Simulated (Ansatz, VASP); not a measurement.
**InP in VASP and in Ansatz**

```
In P
1.0
     0.00000    2.92395    2.92395
     2.92395    0.00000    2.92395
     2.92395    2.92395    0.00000
In P
1 1
Direct
  0.00000 0.00000 0.00000
  0.25000 0.25000 0.25000
```

Alike in both runs: task single point; functional r2SCAN; k mesh 6 × 6 × 6; no spin polarisation.

|  | VASP | Ansatz |
| --- | --- | --- |
| version | VASP 6.6.1 | Ansatz 0.2.0 |
| potentials or method | VASP PAW PBE potentials, release 64 (In_d, P) | plane waves, PAW |
| plane-wave cutoff (eV) | 520 | 500 |
| occupations | gaussian, width 0.01 eV | fixed |
| valence electrons in the cell | 18 | 18 |

```csv
,VASP,Ansatz,Ansatz less VASP
gap on the k mesh at the Fermi level (eV),1.21,1.20,-0.005
pressure (GPa),2.1,2.2,+0.11
```

Caveats: the PAW data sets were made with another functional, which shifts forces and pressure a little (VASP); spin-orbit coupling is left out, which moves the levels of the heavy elements. r2SCAN opens gaps a little over a GGA but as a rule still falls short of measured ones.
